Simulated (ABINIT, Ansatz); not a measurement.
# BP (F-43m): phonons by linear response, part 2 of 4

Wanted: phonon bands, density of states and zone-centre response of BP (F-43m).

ABINIT 10.8.3; DFT LDA, scalar-relativistic, plane waves, PseudoDojo norm-conserving pseudopotentials.

So far. Step 5 (Linear response at Γ): The acoustic modes at Γ come out as far as 0.2 cm⁻¹ from zero, where they should vanish, a small numerical error; the Born charges miss their sum rule by 1.5e-4 e, which is good. The relaxed cell has a = 4.487 Å (conventional setting).

### Step 6. Linear response on the mesh

Linear response treats each wavevector of the 4×4×4 mesh in the unit cell; the first-order potentials are kept for the electron-phonon matrix elements.

dfpt_q.abi

```
ndtset 7

# wavevectors
qpt1 0.25 0.0 0.0
qpt2 0.5 0.0 0.0
qpt3 0.25 0.25 0.0
qpt4 0.5 0.25 0.0
qpt5 -0.25 0.25 0.0
qpt6 0.5 0.5 0.0
qpt7 -0.25 0.5 0.25

# displacements
getwfk_filepath "gso_WFK"
getwfq_filepath "gso_WFK"
kptopt 3
nqpt 1
rfphon 1
rfatpol 1 2
rfdir 1 1 1
tolvrs 1.0d-10
prtwf 0
prtpot 1

# basis, mesh and filling
ecut 34.0
ngkpt 8 8 8
nshiftk 4
shiftk 
    0.5 0.5 0.5
    0.5 0.0 0.0
    0.0 0.5 0.0
    0.0 0.0 0.5
istwfk *1
occopt 1
nband 4
nstep 100
diemac 9.0
prtebands 0
prtgsr 0
useylm 1

# cell and atoms
acell 3*1.0 Angstrom
rprim 
    -2.243614147 0.0 2.243614147
    0.0 2.243614147 2.243614147
    -2.243614147 2.243614147 0.0
ntypat 2
znucl 5 15
natom 2
typat 1 2
xred 
    0.0 0.0 0.0
    0.25 0.25 0.25
pp_dirpath "./pseudo"
pseudos "B.upf, P.upf"
```

The run is started by

```sh
$ OMP_NUM_THREADS=1 mpirun -n 4 abinit dfpt_q.abi > dfpt_q.log
```

Numbers of over 12 decimals in the logs are rounded to 6 here.

dfpt_q.abo, the main output file:

```text
[banners, grids, parts of the stress and lines that vanish by symmetry left out]
- input  file    -> dfpt_q.abi
- output file    -> dfpt_q.abo
- root for input  files -> dfpt_qi
[...]
DATASET    1 : space group F-4 3 m (#216); Bravais cF (face-center cubic)
[...]
nfft =       32768          nkpt =        2048
[...]
DATASET    2 : space group F-4 3 m (#216); Bravais cF (face-center cubic)
[...]
nfft =       32768          nkpt =        2048
[...]
DATASET    3 : space group F-4 3 m (#216); Bravais cF (face-center cubic)
[...]
nfft =       32768          nkpt =        2048
[...]
DATASET    4 : space group F-4 3 m (#216); Bravais cF (face-center cubic)
[...]
nfft =       32768          nkpt =        2048
[...]
DATASET    5 : space group F-4 3 m (#216); Bravais cF (face-center cubic)
[...]
nfft =       32768          nkpt =        2048
[...]
DATASET    6 : space group F-4 3 m (#216); Bravais cF (face-center cubic)
[...]
nfft =       32768          nkpt =        2048
[...]
DATASET    7 : space group F-4 3 m (#216); Bravais cF (face-center cubic)
[...]
nfft =       32768          nkpt =        2048
[...]
== DATASET  1 ==================================================================
[...]
cutoff_energies: {ecut:  34.0, pawecutdg:  -1.0, }
[...]
Perturbation : displacement of atom   1   along direction   1
[...]
-ETOT  1   10.798665448699     -2.378E+02 1.136E+00 5.777E+04
 ETOT  2   8.183425     -2.615E+00 3.657E-02 7.158E+03
 ETOT  3   7.857851     -3.256E-01 2.566E-03 2.062E+02
 ETOT  4   7.847698     -1.015E-02 4.745E-05 5.261E+00
 ETOT  5   7.847480     -2.177E-04 1.787E-06 2.772E-01
[...]
At SCF step   11       vres2   =  6.05E-11 < tolvrs=  1.00E-10 =>converged.
[...]
Perturbation : displacement of atom   1   along direction   2
[...]
-ETOT  1   8.135121     -2.239E+02 8.636E-01 2.332E+03
[...]
At SCF step   10       vres2   =  1.42E-11 < tolvrs=  1.00E-10 =>converged.
[...]
Perturbation : displacement of atom   2   along direction   1
[...]
-ETOT  1   9.786137     -1.628E+02 1.002E+00 1.857E+04
[...]
At SCF step   11       vres2   =  5.91E-11 < tolvrs=  1.00E-10 =>converged.
[...]
Perturbation : displacement of atom   2   along direction   2
[...]
-ETOT  1   7.616406     -1.189E+02 1.043E+00 2.874E+02
[...]
At SCF step    9       vres2   =  6.56E-11 < tolvrs=  1.00E-10 =>converged.
[...]
Phonon wavevector (reduced coordinates) :  0.25000  0.00000  0.00000
 Phonon energies in Hartree :
[...]
Phonon frequencies in cm-1    :
-  1.790016E+02  1.790016E+02  3.521792E+02  7.948912E+02  7.948912E+02
-  8.104382E+02
[...]
== DATASET  2 ==================================================================
[...]
cutoff_energies: {ecut:  34.0, pawecutdg:  -1.0, }
[...]
- 15.00000   5.00000  180309                  znucl, zion, pspdat
[...]
Perturbation : displacement of atom   1   along direction   1
[...]
-ETOT  1   9.498356     -2.300E+02 9.619E-01 9.636E+03
[...]
At SCF step   11       vres2   =  5.05E-13 < tolvrs=  1.00E-10 =>converged.
[...]
Perturbation : displacement of atom   1   along direction   2
[...]
-ETOT  1   9.951458     -2.320E+02 1.064E+00 1.046E+04
[...]
At SCF step   10       vres2   =  3.54E-12 < tolvrs=  1.00E-10 =>converged.
[...]
Perturbation : displacement of atom   2   along direction   1
[...]
-ETOT  1   9.407618     -1.378E+02 1.233E+00 3.807E+03
[...]
At SCF step   10       vres2   =  1.67E-11 < tolvrs=  1.00E-10 =>converged.
[...]
Perturbation : displacement of atom   2   along direction   2
[...]
-ETOT  1   10.691370736278     -1.435E+02 1.306E+00 6.184E+03
[...]
ETOT  9   9.223270     -2.103E-12 3.763E-13 4.038E-10
 ETOT 10   9.223270      5.684E-14 7.486E-15 1.047E-11
 At SCF step   10       vres2   =  1.05E-11 < tolvrs=  1.00E-10 =>converged.
[...]
Phonon wavevector (reduced coordinates) : -0.25000  0.50000  0.25000
 Phonon energies in Hartree :
[...]
Phonon frequencies in cm-1    :
-  3.705375E+02  4.176045E+02  4.442919E+02  6.836365E+02  7.296534E+02
-  8.019788E+02
[...]
fcart7     0.0000000000E+00  0.0000000000E+00  0.0000000000E+00
       
================================================================================
```

Elapsed: 22 min, on 4 MPI ranks of Arm Neoverse V2, shared host; 90 min of CPU time.

Numbers from this step:

* lowest mode on the q mesh (acoustic ones at the zone centre apart): 179 cm⁻¹

Frequencies (cm⁻¹) before the sum rule at the irreducible wavevectors but Γ, which is solved apart; negative means imaginary. Frequencies by wavevector:

```
 q (fractions)  star  mode 1  mode 2  mode 3  mode 4  mode 5  mode 6
      0.25 0 0     8     179     179   352.2   794.9   794.9   810.4
       0.5 0 0     4   223.8   223.8     518   775.7   782.6   782.6
   0.25 0.25 0     6   241.2   241.2   368.1   765.8   765.8   823.5
    0.5 0.25 0    24   284.8   367.7   465.3   718.2   746.9   805.5
  -0.25 0.25 0    12     263   358.1   418.8     730   758.5   807.5
     0.5 0.5 0     3     313     313   536.7   729.6   729.6   804.1
-0.25 0.5 0.25     6   370.5   417.6   444.3   683.6   729.6     802
```

### Step 7. Interpolated phonon bands

anaddb transforms the dynamical matrices to force constants, with the dipole-dipole part treated apart, and back along the path; points of the mesh come back as solved, but for the sum rule and, in polar crystals, the LO-TO term at Γ; the rest is interpolation.

anaddb.abi

```
ddb_filepath "all_DDB"
output_file "anaddb.abo"
outdata_prefix "anaddb"
ifcflag 1
ngqpt 4 4 4
nqshft 1
q1shft 0.0 0.0 0.0
asr 1
chneut 1
dipdip 1
dipquad 0
quadquad 0
enunit 0
eivec 0
nph1l 62
qph1l 
    0.0 5.0d-06 5.0d-06 1.0
    0.0 0.05 0.05 1.0
    0.0 0.1 0.1 1.0
    0.0 0.15 0.15 1.0
    0.0 0.2 0.2 1.0
    0.0 0.25 0.25 1.0
    0.0 0.3 0.3 1.0
    0.0 0.35 0.35 1.0
    0.0 0.4 0.4 1.0
    0.0 0.45 0.45 1.0
    0.0 0.5 0.5 1.0
    0.0 0.5125 0.4875 1.0
    0.0 0.525 0.475 1.0
    0.0 0.5375 0.4625 1.0
    0.0 0.55 0.45 1.0
    0.0 0.5625 0.4375 1.0
    0.0 0.575 0.425 1.0
    0.0 0.5875 0.4125 1.0
    0.0 0.6 0.4 1.0
    0.0 0.6125 0.3875 1.0
    0.0 0.625 0.375 1.0
    -0.375 0.375 0.0 1.0
    -0.3375 0.3375 0.0 1.0
    -0.3 0.3 0.0 1.0
    -0.2625 0.2625 0.0 1.0
    -0.225 0.225 0.0 1.0
    -0.1875 0.1875 0.0 1.0
    -0.15 0.15 0.0 1.0
    -0.1125 0.1125 0.0 1.0
    -0.075 0.075 0.0 1.0
    -0.0375 0.0375 0.0 1.0
    0.0 5.0d-06 0.0 1.0
    0.0 0.05 0.0 1.0
    0.0 0.1 0.0 1.0
    0.0 0.15 0.0 1.0
    0.0 0.2 0.0 1.0
    0.0 0.25 0.0 1.0
    0.0 0.3 0.0 1.0
    0.0 0.35 0.0 1.0
    0.0 0.4 0.0 1.0
    0.0 0.45 0.0 1.0
    0.0 0.5 0.0 1.0
    -0.025 0.5 0.025 1.0
    -0.05 0.5 0.05 1.0
    -0.075 0.5 0.075 1.0
    -0.1 0.5 0.1 1.0
    -0.125 0.5 0.125 1.0
    -0.15 0.5 0.15 1.0
    -0.175 0.5 0.175 1.0
    -0.2 0.5 0.2 1.0
    -0.225 0.5 0.225 1.0
    -0.25 0.5 0.25 1.0
    -0.225 0.5 0.275 1.0
    -0.2 0.5 0.3 1.0
    -0.175 0.5 0.325 1.0
    -0.15 0.5 0.35 1.0
    -0.125 0.5 0.375 1.0
    -0.1 0.5 0.4 1.0
    -0.075 0.5 0.425 1.0
    -0.05 0.5 0.45 1.0
    -0.025 0.5 0.475 1.0
    0.0 0.5 0.5 1.0
```

mrgddb.in

```
all_DDB
merged
8
dfpt_gammao_DS2_DDB
dfpt_qo_DS1_DDB
dfpt_qo_DS2_DDB
dfpt_qo_DS3_DDB
dfpt_qo_DS4_DDB
dfpt_qo_DS5_DDB
dfpt_qo_DS6_DDB
dfpt_qo_DS7_DDB
```

The run is started by

```sh
$ mrgddb < mrgddb.in > mrgddb.log
$ OMP_NUM_THREADS=1 anaddb anaddb.abi > anaddb.log
```

anaddb.abo, the main output file:

```text
[banners, grids, parts of the stress and lines that vanish by symmetry left out]
-outvars_anaddb: echo values of input variables ----------------------

 Flags :
[...]
Dielectric Tensor and Effective Charges
[...]
Effective charge tensors after
[...]
Phonon wavevector (reduced coordinates) :  0.00000  0.00001  0.00001
 Phonon energies in Hartree :
[...]
Phonon frequencies in cm-1    :
-  5.459831E-03  5.459835E-03  8.137736E-03  8.211129E+02  8.211129E+02
-  8.285633E+02
[...]
Phonon wavevector (reduced coordinates) :  0.00000  0.05000  0.05000
 Phonon energies in Hartree :
[...]
Phonon frequencies in cm-1    :
-  5.407804E+01  5.407804E+01  8.087942E+01  8.186298E+02  8.186298E+02
-  8.287933E+02
[...]
Phonon wavevector (reduced coordinates) :  0.00000  0.10000  0.10000
 Phonon energies in Hartree :
[...]
Phonon frequencies in cm-1    :
-  1.069188E+02  1.069188E+02  1.597876E+02  8.111370E+02  8.111370E+02
-  8.291031E+02
[...]
Phonon wavevector (reduced coordinates) :  0.00000  0.15000  0.15000
 Phonon energies in Hartree :
[...]
Phonon frequencies in cm-1    :
-  1.570211E+02  1.570211E+02  2.349313E+02  7.988464E+02  7.988464E+02
-  8.286595E+02
[...]
Phonon wavevector (reduced coordinates) :  0.00000  0.20000  0.20000
 Phonon energies in Hartree :
[...]
Phonon frequencies in cm-1    :
-  2.024844E+02  2.024844E+02  3.047869E+02  7.829201E+02  7.829201E+02
-  8.268052E+02
  Phonon wavevector (reduced coordinates) :  0.00000  0.25000  0.25000
 Phonon energies in Hartree :
[...]
Phonon frequencies in cm-1    :
-  2.411656E+02  2.411656E+02  3.680704E+02  7.657828E+02  7.657828E+02
-  8.234523E+02
  Phonon wavevector (reduced coordinates) :  0.00000  0.30000  0.30000
 Phonon energies in Hartree :
[...]
Phonon frequencies in cm-1    :
-  2.712601E+02  2.712601E+02  4.236028E+02  7.505081E+02  7.505081E+02
-  8.189958E+02
  Phonon wavevector (reduced coordinates) :  0.00000  0.35000  0.35000
 Phonon energies in Hartree :
[...]
Phonon frequencies in cm-1    :
-  2.921383E+02  2.921383E+02  4.700899E+02  7.394455E+02  7.394455E+02
-  8.140136E+02
  Phonon wavevector (reduced coordinates) :  0.00000  0.40000  0.40000
 Phonon energies in Hartree :
[...]
Phonon frequencies in cm-1    :
-  3.047710E+02  3.047710E+02  5.058636E+02  7.331061E+02  7.331061E+02
-  8.091881E+02
  Phonon wavevector (reduced coordinates) :  0.00000  0.45000  0.45000
 Phonon energies in Hartree :
[...]
Phonon frequencies in cm-1    :
-  3.111400E+02  3.111400E+02  5.287859E+02  7.303470E+02  7.303470E+02
-  8.054885E+02
  Phonon wavevector (reduced coordinates) :  0.00000  0.50000  0.50000
 Phonon energies in Hartree :
[...]
Phonon frequencies in cm-1    :
-  3.130330E+02  3.130330E+02  5.367404E+02  7.296475E+02  7.296475E+02
-  8.040662E+02
  Phonon wavevector (reduced coordinates) :  0.00000  0.51250  0.48750
 Phonon energies in Hartree :
[...]
Phonon frequencies in cm-1    :
-  3.130665E+02  3.144991E+02  5.360928E+02  7.291096E+02  7.296670E+02
-  8.040740E+02
  Phonon wavevector (reduced coordinates) :  0.00000  0.52500  0.47500
 Phonon energies in Hartree :
[...]
Phonon frequencies in cm-1    :
-  3.131574E+02  3.188046E+02  5.341605E+02  7.275056E+02  7.297283E+02
-  8.041129E+02
  Phonon wavevector (reduced coordinates) :  0.00000  0.53750  0.46250
 Phonon energies in Hartree :
[...]
Phonon frequencies in cm-1    :
-  3.132772E+02  3.256856E+02  5.309741E+02  7.248713E+02  7.298394E+02
-  8.042221E+02
[...]
-  2.238033E+02  2.238033E+02  5.179538E+02  7.756868E+02  7.826458E+02
-  7.826458E+02
  Phonon wavevector (reduced coordinates) : -0.02500  0.50000  0.02500
 Phonon energies in Hartree :
[...]
Phonon frequencies in cm-1    :
-  2.266975E+02  2.315790E+02  5.162330E+02  7.675400E+02  7.810754E+02
-  7.885408E+02
  Phonon wavevector (reduced coordinates) : -0.05000  0.50000  0.05000
 Phonon energies in Hartree :
[...]
Phonon frequencies in cm-1    :
-  2.352874E+02  2.527312E+02  5.111875E+02  7.546148E+02  7.766439E+02
-  7.949679E+02
  Phonon wavevector (reduced coordinates) : -0.07500  0.50000  0.07500
 Phonon energies in Hartree :
[...]
Phonon frequencies in cm-1    :
-  2.491896E+02  2.823438E+02  5.031705E+02  7.399120E+02  7.700512E+02
-  7.997494E+02
  Phonon wavevector (reduced coordinates) : -0.10000  0.50000  0.10000
 Phonon energies in Hartree :
[...]
Phonon frequencies in cm-1    :
-  2.675310E+02  3.153303E+02  4.927797E+02  7.247798E+02  7.621559E+02
-  8.029272E+02
  Phonon wavevector (reduced coordinates) : -0.12500  0.50000  0.12500
 Phonon energies in Hartree :
[...]
Phonon frequencies in cm-1    :
-  2.888732E+02  3.475852E+02  4.808592E+02  7.108064E+02  7.538129E+02
-  8.046305E+02
  Phonon wavevector (reduced coordinates) : -0.15000  0.50000  0.15000
 Phonon energies in Hartree :
[...]
Phonon frequencies in cm-1    :
[...]
Phonon wavevector (reduced coordinates) : -0.02500  0.50000  0.47500
 Phonon energies in Hartree :
[...]
Phonon frequencies in cm-1    :
-  3.143667E+02  3.146973E+02  5.354469E+02  7.286009E+02  7.296628E+02
-  8.040769E+02
  Phonon wavevector (reduced coordinates) :  0.00000  0.50000  0.50000
 Phonon energies in Hartree :
[...]
Phonon frequencies in cm-1    :
-  3.130330E+02  3.130330E+02  5.367404E+02  7.296475E+02  7.296475E+02
-  8.040662E+02
-
```

Elapsed: 0.78 s, on 1 thread.

Read from the output:

```yaml
lowest_frequency_on_the_path: 0 cm⁻¹
```

Anaddb, dipole-dipole term. Phonon branches along the path, in cm⁻¹:

```
    point  branch 1  branch 2  branch 3  branch 4  branch 5  branch 6
        Γ         0         0         0       821       821       829
  halfway       241       241       368       766       766       824
        X       313       313       537       730       730       804
  halfway       313       346       521       717       730       805
        U       310       405       480       692       734       808
jump to K       310       405       480       692       734       808
  halfway       216       285       364       772       780       806
        Γ         0         0         0       821       821       829
  halfway       179       179       352       795       795       810
        L       224       224       518       776       783       783
  halfway       289       348       481       711       754       805
        W       370       418       444       684       730       802
  halfway       341       350       506       708       730       804
        X       313       313       537       730       730       804
```

The phonon branches as a text plot (rows in cm⁻¹):

```
    812 |*************************************     **************
    777 |    ***               ***           *********
    743 |       ****************                   ** ***********
    708 |              **** ***                      ****   ***
    674 |                  *                             ***
    639 |
    605 |
    570 |
    535 |           ****                                       **
    501 |         **    **                     *******       **
    466 |        *        **                  *       ***  **
    432 |       *          ****                          **
    397 |                ** *  *             *          *  *
    363 |      *       **    ** *           *         ** *****
    328 |           ******     * *                   * **     ***
    294 |    **  ***      ***   *          *        * *
    259 |       *            ***  **               ***
    225 |   *  *                **        *   ******
    190 |    **                  ****       **
    155 |  **                     **     * *
    121 |  *                        *     *
     86 | *                         **  **
     52 | *                          *  *
     17 |*                            **
         Γ           X  U|K            Γ         L        W     X
```

All branches are real along the path.

[end of part 2 of 4]

[Host names and launcher messages were left out of these logs when they were recorded.]

[Logs are printed without paths, hosts, clocks, repeated set-up lines and the standing remarks that a program may print on its own settings, such as how far it seeks lower states.]

[Hosts, paths, dates, database ids (printed as entryN), source tags and the programs' standing remarks are cut or masked in the printed files.]
